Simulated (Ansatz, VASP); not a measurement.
Two plane-wave programs on Ga

```
Ga
1.0
     1.38300   -4.02650    0.00000
     1.38300    4.02650    0.00000
    -0.11745    0.00000    3.32993
Ga
2
Direct
  0.11699 0.85684 0.74834
  0.86667 0.13242 0.23663
```

Change from the starting cell: atoms moved at random, drawn with an rms of 0.05 Å.

Alike in both runs: task single point; functional PBE; k mesh 10 × 10 × 8; occupations fermi-dirac, width 0.05 eV; no spin polarisation.

|  | VASP | Ansatz |
| --- | --- | --- |
| version | VASP 6.6.1 | Ansatz 0.2.0 |
| potentials or method | VASP PAW PBE potentials, release 64 (Ga_d) | Ansatz PAW |
| plane-wave cutoff (eV) | 520 | 420 |
| valence electrons in the cell | 26 | 26 |

|  | VASP | Ansatz | Ansatz less VASP |
| --- | --- | --- | --- |
| gap on the k mesh at the Fermi level (eV) | none | none | - |
| pressure (GPa) | 1.8 | 1.7 | -0.10 |
| largest component of the traceless stress (GPa) | 1.02 | 1.00 | -0.021 |
| rms of the force components (eV/Å) | 0.106 | 0.106 | -0.0008 |

Atom by atom the forces differ by 0.001 eV/Å (rms over components). A gap of «none» marks a metal or a gap that the smearing closes. With one functional, cell and mesh, what is left measures potentials, basis and numerics.
